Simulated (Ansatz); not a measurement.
## Convergence study of the k-point mesh for SrF2 (I4mm, 3 atoms in the cell)

```yaml
crystal:
  lattice:
    - [0.00000, 2.88550, 2.88550]
    - [2.88550, 0.00000, 2.88550]
    - [2.88550, 2.88550, 0.00000]
  atoms:
    - { symbol: Sr, position: [0.00866, 0.00866, 0.99134] }
    - { symbol: F, position: [0.25000, 0.25000, 0.25000] }
    - { symbol: F, position: [0.75000, 0.75000, 0.75000] }
```

Level of theory: PBE, PAW files (plane waves; Ansatz, a first-principles code).

Base settings: basis.ecutwfc = 420 eV; kpoints.mp_grid.grid = 7 7 7; hamiltonian.xc = pbe; hamiltonian.pseudopotentials = {kind: paw} (the program's default PAW files); scf.occupations.method = fermi_dirac; scf.occupations.width = 0.02 eV.

The second cell is the first with its lattice scaled by 0.98.

Only quantities that move along the ladder and can be compared are tabulated.

The count of work is k-points × plane waves × bands × iterations; it is no time. 

The starting cell has typed, rounded lattice constants, without a prior relaxation at this level. Its lattice was rescaled by up to half a per cent. One atom was moved a little off its site on purpose. In the base run, with a pressure of about 3 GPa the cell is away from its equilibrium volume at this level. Ansatz's pressure includes its estimate of the finite-basis (Pulay) stress.

Steps (kpoints.mp_grid.grid): 2 2 2; 3 3 3; 4 4 4; 5 5 5; 6 6 6; 7 7 7; 8 8 8; 9 9 9; 10 10 10; 12 12 12; 13 13 13; 14 14 14; 16 16 16; 17 17 17; 19 19 19; 21 21 21.

**Question.** What is the coarsest kpoints.mp_grid.grid that holds the forces within 0.005 eV/Å of the last step, with all finer ones?

**Answer.** 3 3 3, at 0.0083 of the last step's count of work; the step before is off by 0.008 eV/Å.

**Question.** What is the coarsest kpoints.mp_grid.grid that holds the free energy within 5 meV/atom of the last step, with all finer ones?

**Answer.** 3 3 3, at 0.0083 of the last step's count of work; the step before is off by 15 meV/atom.

**Question.** What is the coarsest kpoints.mp_grid.grid that holds the pressure within 0.1 GPa of the last step, with all finer ones?

**Answer.** 3 3 3, at 0.0083 of the last step's count of work; the step before is off by 0.48 GPa.

```tsv
kpoints.mp_grid.grid	free energy less the last step's (meV/atom)	energy of the compressed cell less the first (meV/atom)	pressure (GPa)	largest difference of a force vector from the last step's (eV/Å)	gap on the mesh (eV)	count of work / last
2 2 2	15.01	37.93	3.76	0.008	7.004	0.0055
3 3 3	0.17	34.77	3.29	0.000	7.129	0.0083
4 4 4	0.05	34.40	3.28	0.000	7.023	0.016
5 5 5	0.00	34.52	3.28	0.000	7.072	0.025
6 6 6	-0.02	34.59	3.28	0.000	7.023	0.036
7 7 7	-0.02	34.57	3.28	0.000	7.047	0.055
8 8 8	0.00	34.52	3.28	0.000	7.023	0.081
9 9 9	-0.03	34.61	3.28	0.000	7.037	0.10
10 10 10	-0.02	34.57	3.28	0.000	7.023	0.14
12 12 12	0.00	34.55	3.28	0.000	7.023	0.22
13 13 13	-0.02	34.57	3.28	0.000	7.030	0.24
14 14 14	-0.01	34.57	3.28	0.000	7.023	0.34
16 16 16	0.00	34.56	3.28	0.000	7.023	0.48
17 17 17	0.00	34.55	3.28	0.000	7.027	0.56
19 19 19	0.00	34.57	3.28	0.000	7.026	0.76
21 21 21	0.00	34.55	3.28	0.000	7.026	1.0
```

The gap on the mesh jumps up and down from mesh to mesh; it is no smooth measure of convergence.

Keys are those of Ansatz 0.2.
